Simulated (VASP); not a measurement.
# Cd2O3 (P-3m1) in VASP: notebook

Runs on Cd2O3. Level: r2SCAN. Tasks: single point.

All numbers are computed with VASP 6.6.1; they aren't measurements. Logs are shortened: lines on timing, memory, paths and dates and some standing lists are left out, and cuts for length are marked.

## Step 1: Starting point

The structure is trigonal, space group P-3m1 (No. 164). Conventional cell: a = 3.514 Å, b = 3.514 Å, c = 5.959 Å, α = 90.00°, β = 90.00°, γ = 120.00°. Cd (site symmetry 3m) is surrounded by 6 O at 2.17 to 2.43 Å. O (site symmetry -3m) has 6 Cd at 2.43 Å as nearest neighbours. O (site symmetry 3m) is surrounded by 3 Cd at 2.17 Å.

The cell was built by a generator and needn't be a form met in nature.

## Step 2: Single point, r2SCAN

The input, POSCAR:

```
Cd2O3
1.0
    3.5140654488      0.0000000000      0.0000000000
   -1.7570327244      3.0432699492      0.0000000000
    0.0000000000      0.0000000000      5.9594393901
Cd O
2 3
Direct
    0.3333333333      0.6666666667      0.2241428271
    0.6666666667      0.3333333333      0.7758571729
    0.0000000000      0.0000000000      0.0000000000
    0.3333333333      0.6666666667      0.6476675419
    0.6666666667      0.3333333333      0.3523324581
```

The input, INCAR.step1:

```
SYSTEM = Cd2O3
  ALGO = Normal
  EDIFF = 1E-4
  ENCUT = 520
  GGA = PE
  ISMEAR = 0
  LASPH = .True.
  LCHARG = .False.
  LREAL = .False.
  LWAVE = .True.
  NBANDS = 29
  NELM = 100
  PREC = Accurate
  SIGMA = 0.1
```

The input, INCAR.step2:

```
SYSTEM = Cd2O3
  ALGO = Normal
  EDIFF = 1E-7
  ENCUT = 520
  ISIF = 2
  ISMEAR = 0
  ISTART = 1
  LASPH = .True.
  LCHARG = .True.
  LELF = .True.
  LMIXTAU = .True.
  LREAL = .False.
  LVHAR = .True.
  LWAVE = .False.
  METAGGA = R2SCAN
  NBANDS = 29
  NELM = 100
  PREC = Accurate
  SIGMA = 0.1
```

The input, KPOINTS:

```
k-points
0
Gamma
  12 12 6
  0 0 0
```

Potentials or basis: VASP PAW PBE potentials, release 64 (Cd, O).

Run with:

```bash
$ cat potpaw_PBE.64/Cd/POTCAR potpaw_PBE.64/O/POTCAR > POTCAR
$ cp INCAR.step1 INCAR
$ mpirun -np 1 vasp_std > vasp.out
$ cp INCAR.step2 INCAR
$ mpirun -np 1 vasp_std > vasp.out
```

OUTCAR:

```text
SYSTEM = Cd2O3
   EDIFF = 1E-7
   ENCUT = 520
   ISIF = 2
   ISMEAR = 0
   ISTART = 1
   LASPH = .True.
   LREAL = .False.
   METAGGA = R2SCAN
   NELM = 100
   PREC = Accurate

 ion  position               nearest neighbor table
   1  0.333  0.667  0.224-   5 2.17   5 2.17   5 2.17   3 2.43   3 2.43   3 2.43   4 2.52   2 3.35
                             2 3.35   2 3.35
   2  0.667  0.333  0.776-   4 2.17   4 2.17   4 2.17   3 2.43   3 2.43   3 2.43   5 2.52   1 3.35
                             1 3.35   1 3.35
   3  0.000  0.000  0.000-   1 2.43   2 2.43   1 2.43   2 2.43   2 2.43   1 2.43
   4  0.333  0.667  0.648-   2 2.17   2 2.17   2 2.17   1 2.52
   5  0.667  0.333  0.352-   1 2.17   1 2.17   1 2.17   2 2.52

  LATTYP: Found a hexagonal cell.
 ALAT       =     3.5140654488
 C/A-ratio  =     1.6958817293

  Lattice vectors:

 A1 = (   3.5140654488,   0.0000000000,   0.0000000000)
 A2 = (  -1.7570327244,   3.0432699492,   0.0000000000)
 A3 = (   0.0000000000,   0.0000000000,   5.9594393901)

Analysis of symmetry for initial positions (statically):
=====================================================================
 Subroutine PRICEL returns:
 Original cell was already a primitive cell.

 Routine SETGRP: Setting up the symmetry group for a
 hexagonal supercell.

 Subroutine GETGRP returns: Found 12 space group operations
 (whereof 12 operations were pure point group operations)
 out of a pool of 24 trial point group operations.

The static configuration has the point symmetry D_3d.

Analysis of symmetry for dynamics (positions and initial velocities):
=====================================================================
 Subroutine PRICEL returns:
 Original cell was already a primitive cell.

 Routine SETGRP: Setting up the symmetry group for a
 hexagonal supercell.

 Subroutine GETGRP returns: Found 12 space group operations
 (whereof 12 operations were pure point group operations)
 out of a pool of 24 trial point group operations.

The dynamic configuration has the point symmetry D_3d.

 Subroutine INISYM returns: Found 12 space group operations
 (whereof 12 operations are pure point group operations),
 and found     1 'primitive' translations

----------------------------------------------------------------------------------------

[... 93 lines left out ...]
   LNONCOLLINEAR =      F non collinear calculations
   LSORBIT =      F    spin-orbit coupling
   LASPH  =      T    aspherical Exc in radial PAW
   ENCUT  =  520.0 eV  38.22 Ry    6.18 a.u.   6.53  6.53 11.08*2*pi/ulx,y,z
   NELM   =    100;   NELMIN=  2; NELMDL=  0     # of ELM steps
   EDIFF  = 0.1E-06   stopping-criterion for ELM
   LREAL  =      F    real-space projection
   EDIFFG = 0.1E-05   stopping-criterion for IOM
   NSW    =      0    number of steps for IOM
   IBRION =     -1    ionic relax: 0-MD 1-quasi-New 2-CG
   NFREE  =      0    steps in history (QN), initial steepest desc. (CG)
   ISIF   =      2    stress and relaxation
   ISYM   =      2    0-nonsym 1-usesym 2-fastsym
   POTIM  = 0.5000    time-step for ionic-motion
   TEBEG  =    0.0;   TEEND  =   0.0 temperature during run
   PSTRESS=    0.0 pullay stress
   NELECT =      42.0000    total number of electrons
   NUPDOWN=      -1.0000    fix difference up-down
   EMIN   =  10.00;   EMAX   =-10.00  energy-range for DOS
   EFERMI =   0.00;   METHOD = LEGACY
   ISMEAR =     0;   SIGMA  =   0.10  broadening in eV -4-tet -1-fermi 0-gaus
   EFERMI_NEDOS =   21; number of points for ismear=-14 and -15
   IALGO  =     38    algorithm
   IMIX   =      4    mixing-type and parameters
     AMIX     =   0.40;   BMIX     =  1.00
     AMIX_MAG =   1.60;   BMIX_MAG =  1.00
  volume/ion in A,a.u.               =      12.75        86.02
  Fermi-wavevector in a.u.,A,eV,Ry     =   1.424643  2.692185 27.614485  2.029607
  Thomas-Fermi vector in A             =   2.545112
   LORBIT       =      0    0 simple, 1 ext, 2 COOP (PROOUT), +10 PAW based schemes
   METAGGA = R2SCAN    functional components
   LHFCALC =     F    Hartree Fock is set to
   AEXX    =    0.0000 exact exchange contribution
   IVDW    =     0    specifies the selected vdW correction
   LEPSILON=     F    determine dielectric tensor
   LRPA    =     F    only Hartree local field effects (RPA)
 non-spin polarized calculation
 Gauss-broadening in eV      SIGMA  =   0.10
  energy-cutoff  :      520.00
  volume of cell :       63.73
 maximum number of plane-waves:      1762
 NGX is ok and might be reduce to    28
   NGX = 13   NGY = 13   NGZ = 23

 number of electron      41.9999996 magnetization

 Free energy of the ion-electron system (eV)
  ---------------------------------------------------
  ext. energy  EPLUGINS =         0.00000000
  ---------------------------------------------------
  free energy    TOTEN  =       -60.52223341 eV

  energy without entropy =      -60.47932557  energy(sigma->0) =      -60.50077949

 E-fermi :   0.6956     XC(G=0): -11.8915

 val. band max:        0.6942144707   @ k =   0.1667   0.0833   0.0000
 cond. band min:       0.6999640123   @ k =   0.2500  -0.0000   0.3333
 fundamental gap:      0.0057495416
 Fermi energy:         0.6956220668

 k-point     1 :       0.0000    0.0000    0.0000
  band No.  band energies     occupation
      1     -17.8210      2.00000
      2     -16.6975      2.00000
      3     -16.6214      2.00000
      4      -6.7011      2.00000
      5      -6.7011      2.00000
      6      -6.4956      2.00000
[... 757 lines left out ...]
     28      14.2799      0.00000
     29      15.8336      0.00000

 [... further k-points ...]
[... 5 lines left out ...]
  --------------------------------------------------------------------------------------
  -------------------------------------------------------------------------------------
  Total        0.9055135      0.9055135      0.5072172      0.0000000      0.0000000      0.0000000
  in kB       22.7640638     22.7640638     12.7511336      0.0000000      0.0000000      0.0000000
  external PRESSURE =      19.4264204 kB  Pullay stress =       0.0000000 kB

 VOLUME and BASIS-vectors are now :
 -----------------------------------------------------------------------------
  energy-cutoff  :      520.00
  volume of cell :       63.73
      direct lattice vectors                 reciprocal lattice vectors
     3.514065449  0.000000000  0.000000000     0.284570682  0.164296960  0.000000000
    -1.757032724  3.043269949  0.000000000     0.000000000  0.328593919  0.000000000
     0.000000000  0.000000000  5.959439390     0.000000000  0.000000000  0.167801019

 POSITION                                       TOTAL-FORCE (eV/Angst)
 -----------------------------------------------------------------------------------
     -0.00000      2.02885      1.33577        -0.000000      0.000000     -0.053031
      1.75703      1.01442      4.62367         0.000000     -0.000000      0.053031
      0.00000      0.00000      0.00000         0.000000      0.000000      0.000000
     -0.00000      2.02885      3.85974         0.000000      0.000000     -0.088904
      1.75703      1.01442      2.09970         0.000000     -0.000000      0.088904
 -----------------------------------------------------------------------------------
    total drift:                                0.000000      0.000000      0.000000

  FREE ENERGIE OF THE ION-ELECTRON SYSTEM (eV)
  ---------------------------------------------------
  free  energy   TOTEN  =       -60.5222334105 eV

  energy  without entropy=      -60.4793255704  energy(sigma->0) =      -60.50077949
```

OUTCAR.step1:

```text
SYSTEM = Cd2O3
   EDIFF = 1E-4
   ENCUT = 520
   GGA = PE
   ISMEAR = 0
[... 1005 lines left out ...]
      1.75703      1.01442      4.62367        -0.000000      0.000000      0.113793
      0.00000      0.00000      0.00000        -0.000000      0.000000     -0.000000
     -0.00000      2.02885      3.85974        -0.000000     -0.000000     -0.145820
      1.75703      1.01442      2.09970         0.000000      0.000000      0.145820
 -----------------------------------------------------------------------------------
    total drift:                                0.000000      0.000000      0.000000

  FREE ENERGIE OF THE ION-ELECTRON SYSTEM (eV)
  ---------------------------------------------------
  free  energy   TOTEN  =       -18.1269286698 eV

  energy  without entropy=      -18.0822914857  energy(sigma->0) =      -18.10461008
```

Wall time 11 min (1 thread of Intel Xeon Platinum 8259CL at 2.50GHz (Skylake/Cascade Lake), shared host); peak memory 0.3 GiB.

Results:

```
Free energy            : -60.5222 eV
Pressure               : 1.9 GPa
Largest force          : 0.089 eV/Å
Band gap on the k mesh : none (metal or under the smearing width)
```

Forces on the atoms (eV/Å):
```
Cd   0.000  0.000 -0.053
Cd   0.000  0.000  0.053
O    0.000  0.000  0.000
O    0.000  0.000 -0.089
O    0.000  0.000  0.089
```

Caveat: the PAW data sets were made with another functional, which shifts forces and pressure a little.

## Step 3: Single point, r2SCAN

The input, POSCAR:

```
Cd2O3
1.0
    3.5137851104      0.0000000000      0.0000000000
   -1.7568925552      3.0430271691      0.0000000000
    0.0000000000      0.0000000000      5.9547982649
Cd O
2 3
Direct
    0.3333333333      0.6666666667      0.2241460115
    0.6666666667      0.3333333333      0.7758539885
    0.0000000000      0.0000000000      0.0000000000
    0.3333333333      0.6666666667      0.6476470149
    0.6666666667      0.3333333333      0.3523529851
```

The input, INCAR.step1:

```
  PREC = Accurate
  ENCUT = 520
  ISMEAR = 0
  SIGMA = 0.1
  LREAL = False
  LASPH = True
  NELM = 100
  NBANDS = 29
  GGA = PE
  ALGO = Normal
  EDIFF = 1E-4
  LWAVE = True
  LCHARG = False
```

The input, INCAR.step2:

```
  PREC = Accurate
  ENCUT = 520
  EDIFF = 1E-7
  ISMEAR = 0
  SIGMA = 0.1
  LREAL = False
  LASPH = True
  NELM = 100
  ALGO = Normal
  ISIF = 2
  LWAVE = False
  LCHARG = False
  METAGGA = R2SCAN
  LMIXTAU = True
  NBANDS = 29
  ISTART = 1
```

The input, KPOINTS:

```
Automatic mesh
0
Gamma
  6 6 4
```

Potentials or basis: VASP PAW PBE potentials, release 64 (Cd, O).

Run with:

```bash
$ cat potpaw_PBE.64/Cd/POTCAR potpaw_PBE.64/O/POTCAR > POTCAR
$ cp INCAR.step1 INCAR
$ mpirun -np 1 vasp_std > vasp.out
$ cp INCAR.step2 INCAR
$ mpirun -np 1 vasp_std > vasp.out
```

Run time: 2.9 min. Hardware: 1 thread of Intel Xeon Platinum 8259CL at 2.50GHz (Skylake/Cascade Lake), shared host; peak memory 0.21 GiB.

The run converged. Its results:

```yaml
Free_energy: -60.5249 eV
Pressure: 2.0 GPa
Largest_force: 0.088 eV/Å
Band_gap_on_the_k_mesh: none (metal or under the smearing width)
```

Forces in eV/Å, atoms in the order of the input:
```
Cd   0.000  0.000 -0.048
Cd   0.000  0.000  0.048
O    0.000  0.000  0.000
O    0.000  0.000 -0.088
O    0.000  0.000  0.088
```

Stress tensor (GPa, compression positive):
```
2.36 0.00 0.00
0.00 2.36 0.00
0.00 0.00 1.38
```

Levels at points of the mesh, in eV from the Fermi level:
```csv
k point,band 18,band 19,band 20,band 21,band 22,band 23,band 24,band 25
"(0.00, 0.00, 0.00)",-0.54,-0.54,-0.28,0.23,0.23,2.56,7.51,7.72
"(0.50, 0.00, 0.00)",-1.03,-0.78,-0.67,-0.10,-0.07,6.53,7.76,8.96
"(0.00, 0.00, 0.50)",-1.18,-0.07,-0.07,0.00,0.00,4.08,5.66,8.31
"(0.50, 0.00, 0.50)",-1.67,-1.49,-0.51,0.12,0.27,6.68,7.86,8.59
```

Caveat: the PAW data sets were made with another functional, which shifts forces and pressure a little.
